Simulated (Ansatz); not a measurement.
simple cubic against fcc along group 13

Computed with DFT, PBEsol, plane waves (420 eV) with PAW, scalar-relativistic in Ansatz 0.2.0. The PAW files were generated under PBE, with cores re-solved for the functional.

Each structure is relaxed within its symmetry, in the lowest magnetic state of the tried starts. Differences under about 8 meV lie within the error of the k-point mesh.

```
element  E(simple cubic) − E(fcc) (meV/atom)  V(simple cubic) (Å³/atom)  V(fcc) (Å³/atom)  state of simple cubic       state of fcc
      B                                 -228                       6.61              5.82      spin not included  spin not included
     Al                                  405                      19.70             16.18      spin not included  spin not included
     Ga                                   69                      18.79             17.78      spin not included  spin not included
     In                                  100                      27.39             25.53      spin not included  spin not included
     Tl                                  136                      30.94             28.43      spin not included  spin not included
```
